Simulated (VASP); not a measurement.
# Ag (Fm-3m) in VASP: further runs

Aim: see how the results for Ag move with the level of theory and the settings. Levels: PBEsol, LDA, PBE. Tasks: relaxation of cell and atoms.

Program: VASP 6.6.1. These are calculated values, not measurements. Logs are shortened: lines on timing, memory, paths and dates and some standing lists are left out, and cuts for length are marked.

### 1 The crystal as given

Symmetry: Fm-3m, No. 225, cubic system. The conventional cell has a = 4.135 Å, b = 4.135 Å, c = 4.135 Å, α = 90.00°, β = 90.00°, γ = 90.00°. Ag (site symmetry m-3m) has 12 Ag at 2.92 Å as nearest neighbours.

### 2 Relaxation of cell and atoms, PBEsol

INCAR

```
SYSTEM = Ag
ALGO = Normal
EDIFF = 1E-7
EDIFFG = -0.005
ENCUT = 600
GGA = PS
IBRION = 2
ISIF = 3
ISMEAR = 0
LASPH = .TRUE.
LCHARG = .FALSE.
LREAL = .FALSE.
LWAVE = .FALSE.
NELM = 100
NSW = 90
PREC = Accurate
SIGMA = 0.1
```

KPOINTS

```
k-points
0
G
  18 18 18
  0 0 0
```

POSCAR

```
Ag
1.0
    0.0000000000      2.0675000000      2.0675000000
    2.0675000000      0.0000000000      2.0675000000
    2.0675000000      2.0675000000      0.0000000000
Ag
1
Direct
    0.0000000000      0.0000000000      0.0000000000
```

Potentials or basis: VASP PAW PBE potentials, release 64 (Ag).

Run with:

```console
cat potpaw_PBE.64/Ag/POTCAR > POTCAR
mpirun -np 1 vasp_std > vasp.out
```

OUTCAR:

```text
SYSTEM = Ag
   EDIFF = 1E-7
   EDIFFG = -0.005
   ENCUT = 600
   GGA = PS
   IBRION = 2
   ISIF = 3
   ISMEAR = 0
   LASPH = .TRUE.
   LREAL = .FALSE.
   NELM = 100
   NSW = 90
   PREC = Accurate

 ion  position               nearest neighbor table
   1  0.000  0.000  0.000-

  LATTYP: Found a face centered cubic cell.
 ALAT       =     4.1350000000

  Lattice vectors:

 A1 = (   0.0000000000,   2.0675000000,   2.0675000000)
 A2 = (   2.0675000000,   0.0000000000,   2.0675000000)
 A3 = (   2.0675000000,   2.0675000000,   0.0000000000)

Analysis of symmetry for initial positions (statically):
=====================================================================
 Subroutine PRICEL returns:
 Original cell was already a primitive cell.

 Routine SETGRP: Setting up the symmetry group for a
 face centered cubic supercell.

 Subroutine GETGRP returns: Found 48 space group operations
 (whereof 48 operations were pure point group operations)
 out of a pool of 48 trial point group operations.

The static configuration has the point symmetry O_h .

Analysis of symmetry for dynamics (positions and initial velocities):
=====================================================================
 Subroutine PRICEL returns:
 Original cell was already a primitive cell.

 Routine SETGRP: Setting up the symmetry group for a
 face centered cubic supercell.

 Subroutine GETGRP returns: Found 48 space group operations
 (whereof 48 operations were pure point group operations)
 out of a pool of 48 trial point group operations.

The dynamic configuration has the point symmetry O_h .

 Subroutine INISYM returns: Found 48 space group operations
 (whereof 48 operations are pure point group operations),
 and found     1 'primitive' translations

----------------------------------------------------------------------------------------

                                     Primitive cell

  volume of cell :      17.6753

  direct lattice vectors                    reciprocal lattice vectors
     0.000000000  2.067500000  2.067500000    -0.241837969  0.241837969  0.241837969
     2.067500000  0.000000000  2.067500000     0.241837969 -0.241837969  0.241837969
     2.067500000  2.067500000  0.000000000     0.241837969  0.241837969 -0.241837969

  length of vectors
[... 90 lines left out ...]
   PSTRESS=    0.0 pullay stress
   NELECT =      11.0000    total number of electrons
   NUPDOWN=      -1.0000    fix difference up-down
   EMIN   =  10.00;   EMAX   =-10.00  energy-range for DOS
   EFERMI =   0.00;   METHOD = LEGACY
   ISMEAR =     0;   SIGMA  =   0.10  broadening in eV -4-tet -1-fermi 0-gaus
   EFERMI_NEDOS =   21; number of points for ismear=-14 and -15
   IALGO  =     38    algorithm
   IMIX   =      4    mixing-type and parameters
     AMIX     =   0.40;   BMIX     =  1.00
     AMIX_MAG =   1.60;   BMIX_MAG =  1.00
  volume/ion in A,a.u.               =      17.68       119.28
  Fermi-wavevector in a.u.,A,eV,Ry     =   1.397709  2.641288 26.580226  1.953591
  Thomas-Fermi vector in A             =   2.520939
   LORBIT       =      0    0 simple, 1 ext, 2 COOP (PROOUT), +10 PAW based schemes
   GGA     = PS    functional components
   LHFCALC =     F    Hartree Fock is set to
   AEXX    =    0.0000 exact exchange contribution
   IVDW    =     0    specifies the selected vdW correction
   LEPSILON=     F    determine dielectric tensor
   LRPA    =     F    only Hartree local field effects (RPA)
 conjugate gradient relaxation of ions
 non-spin polarized calculation
 Gauss-broadening in eV      SIGMA  =   0.10
  energy-cutoff  :      600.00
  volume of cell :       17.68
 maximum number of plane-waves:       609
   NGX = 11   NGY = 11   NGZ = 11

--------------------------------------- Ionic step        1  -------------------------------------------

 number of electron      10.9999999 magnetization

 Free energy of the ion-electron system (eV)
  ---------------------------------------------------
  ext. energy  EPLUGINS =         0.00000000
  ---------------------------------------------------
  free energy    TOTEN  =        -3.29140307 eV

  energy without entropy =       -3.29036825  energy(sigma->0) =       -3.29088566

------------------------ aborting loop because EDIFF is reached ----------------------------------------

  FORCE on cell =-STRESS in cart. coord.  units (eV):
  Direction    XX          YY          ZZ          XY          YZ          ZX
  --------------------------------------------------------------------------------------
  -------------------------------------------------------------------------------------
  Total       -0.6766254     -0.6766254     -0.6766254      0.0000000     -0.0000000      0.0000000
  in kB      -61.3327346    -61.3327346    -61.3327346      0.0000000     -0.0000000      0.0000000
  external PRESSURE =     -61.3327346 kB  Pullay stress =       0.0000000 kB
[... 57 lines left out ...]
--------------------------------------- Ionic step        3  -------------------------------------------

 number of electron      11.0000001 magnetization

 Free energy of the ion-electron system (eV)
  ---------------------------------------------------
  ext. energy  EPLUGINS =         0.00000000
  ---------------------------------------------------
  free energy    TOTEN  =        -3.31278372 eV

  energy without entropy =       -3.31181470  energy(sigma->0) =       -3.31229921

 E-fermi :   8.5292     XC(G=0): -12.5592

 val. band max:        8.4850468551   @ k =   0.5000   0.1667   0.0556
 cond. band min:       8.6767605798   @ k =   0.5000   0.3333   0.1111
 fundamental gap:      0.1917137247
 Fermi energy:         8.5291713820

 k-point     1 :       0.0000    0.0000    0.0000
  band No.  band energies     occupation
      1       0.5635      2.00000
      2       3.7173      2.00000
      3       3.7173      2.00000
      4       3.7173      2.00000
      5       4.8107      2.00000
      6       4.8107      2.00000
      7      24.6140      0.00000
      8      28.3326      0.00000
      9      28.3326      0.00000
[... 265 lines left out ...]
 k-point    24 :      -0.2222    0.0556    0.0000
  band No.  band energies     occupation
      1       2.0269      2.00000
      2       3.7001      2.00000
      3       3.9745      2.00000
      4       3.9838      2.00000
      5       4.7568      2.00000
      6       5.1367      2.00000
      7      20.2961      0.00000
      8      24.9147      0.00000
      9      27.4227      0.00000

 [... further k-points ...]
[... 5 lines left out ...]
  --------------------------------------------------------------------------------------
  -------------------------------------------------------------------------------------
  Total       -0.0021726     -0.0021726     -0.0021726      0.0000000      0.0000000      0.0000000
  in kB       -0.2092402     -0.2092402     -0.2092402      0.0000000      0.0000000      0.0000000
  external PRESSURE =      -0.2092402 kB  Pullay stress =       0.0000000 kB
[... 16 lines left out ...]
  FREE ENERGIE OF THE ION-ELECTRON SYSTEM (eV)
  ---------------------------------------------------
  free  energy   TOTEN  =        -3.3127837220 eV

  energy  without entropy=       -3.3118146991  energy(sigma->0) =       -3.31229921

 reached required accuracy - stopping structural energy minimisation
```

OSZICAR:

```text
N       E                     dE             d eps       ncg     rms          rms(c)
DAV:   1     0.494717511092E+02    0.49472E+02   -0.62574E+03  3542   0.124E+03
DAV:   2    -0.322602043084E+01   -0.52698E+02   -0.50324E+02  3560   0.219E+02
[... 22 lines left out ...]
DAV:   1    -0.353689181790E+01   -0.23395E+00   -0.43121E+00  3555   0.261E+01    0.308E+00
DAV:   2    -0.332063256315E+01    0.21626E+00   -0.88896E-01  3549   0.104E+01    0.109E+00
DAV:   3    -0.331420913102E+01    0.64234E-02   -0.17963E-02  3599   0.137E+00    0.727E-01
DAV:   4    -0.331277918687E+01    0.14299E-02   -0.18250E-03  3716   0.443E-01    0.413E-02
DAV:   5    -0.331278142481E+01   -0.22379E-05   -0.10148E-04  3900   0.923E-02    0.146E-02
DAV:   6    -0.331278371200E+01   -0.22872E-05   -0.37558E-06  3798   0.247E-02    0.675E-04
DAV:   7    -0.331278372201E+01   -0.10013E-07   -0.26028E-08  2402   0.172E-03
   3 F= -.33127837E+01 E0= -.33122992E+01  d E =-.213806E-01
```

Run time: 31 s. Hardware: 1 thread of AMD EPYC 9R45 (Zen 5), shared host; peak memory 0.15 GiB.

What came out:

```yaml
Free_energy: -3.3128 eV
Relaxed_volume: 16.64 Å³/atom
Relaxed_cell: a = 2.865 Å, b = 2.865 Å, c = 2.865 Å, α = 60.00°, β = 60.00°, γ = 60.00°
Space_group_after_relaxing_to_0.05_Å: Fm-3m (No. 225)
Energy_gained_by_relaxing: 21.4 meV/atom
Ionic_steps: 3
Pressure_after_relaxing: 0.0 GPa
Band_gap_on_the_k_mesh: none (metal or under the smearing width)
```

The path:
```
step  energy change (eV)  largest force (eV/Å)  pressure (GPa)  volume (Å³)
   1              0.0000                0.0000           -6.13        17.68
   2             -0.0115                0.0000            5.21        16.00
   3             -0.0214                0.0000           -0.02        16.64
```

Final structure:
```
Ag
1.0
     0.00000    2.02617    2.02617
     2.02617    0.00000    2.02617
     2.02617    2.02617    0.00000
Ag
1
Cartesian
  0.0000 0.0000 0.0000
```

Caveat: the PAW data sets were made with another functional, which shifts forces and pressure a little.

### 3 Relaxation of cell and atoms, LDA

INCAR, as its differences from that of step 2:

```diff
@@ -5,3 +5,2 @@
 ENCUT = 600
-GGA = PS
 IBRION = 2
```

KPOINTS is that of step 2.

POSCAR is that of step 2.

Potentials or basis: VASP PAW LDA potentials, release 64 (Ag).

Run with:

```console
cat potpaw_LDA.64/Ag/POTCAR > POTCAR
mpirun -np 1 vasp_std > vasp.out
```

Wall time 46 s (1 thread of AMD EPYC 9R45 (Zen 5), shared host); peak memory 0.14 GiB.

The run converged. Its results:

```yaml
Free_energy: -3.7852 eV
Relaxed_volume: 16.04 Å³/atom
Relaxed_cell: a = 2.831 Å, b = 2.831 Å, c = 2.831 Å, α = 60.00°, β = 60.00°, γ = 60.00°
Space_group_after_relaxing_to_0.05_Å: Fm-3m (No. 225)
Energy_gained_by_relaxing: 58.2 meV/atom
Ionic_steps: 6
Pressure_after_relaxing: 0.0 GPa
Band_gap_on_the_k_mesh: none (metal or under the smearing width)
```

Step by step:
| step | energy change (eV) | largest force (eV/Å) | pressure (GPa) | volume (Å³) |
| --- | --- | --- | --- | --- |
| 1 | 0.0000 | 0.0000 | -10.26 | 17.68 |
| 2 | -0.0194 | 0.0000 | 12.13 | 14.94 |
| 3 | -0.0582 | 0.0000 | -0.13 | 16.06 |
| 4 | -0.0582 | 0.0000 | 0.13 | 16.03 |
| 5 | -0.0582 | 0.0000 | -0.09 | 16.05 |
| 6 | -0.0582 | 0.0000 | -0.01 | 16.04 |

Final structure:
```cif
data_structure
_symmetry_space_group_name_H-M 'P 1'
_symmetry_Int_Tables_number 1
_cell_length_a 2.8310
_cell_length_b 2.8310
_cell_length_c 2.8310
_cell_angle_alpha 60.000
_cell_angle_beta 60.000
_cell_angle_gamma 60.000
_cell_volume 16.04
loop_
_atom_site_label
_atom_site_type_symbol
_atom_site_fract_x
_atom_site_fract_y
_atom_site_fract_z
_atom_site_occupancy
Ag1 Ag 0.00000 0.00000 0.00000 1
```

Levels at points of the mesh, in eV from the Fermi level:
| k point | band 3 | band 4 | band 5 | band 6 | band 7 | band 8 | band 9 |
| --- | --- | --- | --- | --- | --- | --- | --- |
| (0.00, 0.00, 0.00) | -4.98 | -4.98 | -3.81 | -3.81 | 16.16 | 20.03 | 20.03 |
| (0.50, 0.00, 0.00) | -5.00 | -2.91 | -2.91 | -0.58 | 3.95 | 15.42 | 18.37 |
| (0.50, 0.50, 0.00) | -2.94 | -2.68 | -2.68 | 1.51 | 7.23 | 10.89 | 10.89 |

LDA usually gives volumes a few per cent too small. Zero-point motion and thermal expansion aren't in these numbers.

### 4 Relaxation of cell and atoms, PBE

INCAR, as its differences from that of step 3:

```diff
@@ -5,2 +5,3 @@
 ENCUT = 600
+GGA = PE
 IBRION = 2
```

KPOINTS is that of step 3.

POSCAR is that of step 3.

Potentials or basis: VASP PAW PBE potentials, release 64 (Ag).

Run with:

```console
cat potpaw_PBE.64/Ag/POTCAR > POTCAR
mpirun -np 1 vasp_std > vasp.out
```

It took 28 s on 1 thread of AMD EPYC 9R45 (Zen 5), shared host; peak memory 0.15 GiB.

Results (log left out):

```yaml
Free_energy: -2.7205 eV
Relaxed_volume: 17.81 Å³/atom
Relaxed_cell: a = 2.931 Å, b = 2.931 Å, c = 2.931 Å, α = 60.00°, β = 60.00°, γ = 60.00°
Space_group_after_relaxing_to_0.05_Å: Fm-3m (No. 225)
Energy_gained_by_relaxing: 0.3 meV/atom
Ionic_steps: 3
Pressure_after_relaxing: 0.0 GPa
Band_gap_on_the_k_mesh: none (metal or under the smearing width)
```

Step by step:
| step | energy change (eV) | largest force (eV/Å) | pressure (GPa) | volume (Å³) |
| --- | --- | --- | --- | --- |
| 1 | 0.0000 | 0.0000 | 0.70 | 17.68 |
| 2 | -0.0002 | 0.0000 | -0.34 | 17.87 |
| 3 | -0.0003 | 0.0000 | -0.02 | 17.81 |

Final structure:
```
CELL_PARAMETERS angstrom
0.00000 2.07256 2.07256
2.07256 0.00000 2.07256
2.07256 2.07256 0.00000
ATOMIC_POSITIONS crystal
Ag 0.00000 0.00000 0.00000
```

Levels at points of the mesh, in eV from the Fermi level:
```tsv
k point	band 4	band 5	band 6	band 7	band 8	band 9
(0.00, 0.00, 0.00)	-4.62	-3.67	-3.67	15.96	19.28	19.28
(0.50, 0.00, 0.00)	-2.93	-2.93	-0.25	3.40	15.18	17.46
(0.50, 0.50, 0.00)	-2.74	-2.74	1.68	6.44	10.48	10.48
```

PBE usually gives volumes a little too large and moduli too small. Zero-point motion and thermal expansion aren't in these numbers.

### 5 The runs side by side

```csv
level,potentials or basis,gap on the mesh (eV),pressure (GPa),relaxed volume (Å³/atom)
PBEsol,"VASP PAW PBE potentials, release 64 (Ag)",none,0.0,16.64
LDA,"VASP PAW LDA potentials, release 64 (Ag)",none,0.0,16.04
PBE,"VASP PAW PBE potentials, release 64 (Ag)",none,0.0,17.81
```

Alike in all rows: task relaxation of cell and atoms; no spin polarisation; cell relaxed; k mesh 18 × 18 × 18; cutoff (eV) 600; smearing gaussian 0.1 eV.

Caveats: the PAW data sets were made with another functional, which shifts forces and pressure a little (some runs).

Absolute energies hang on the potentials; compare differences alone.
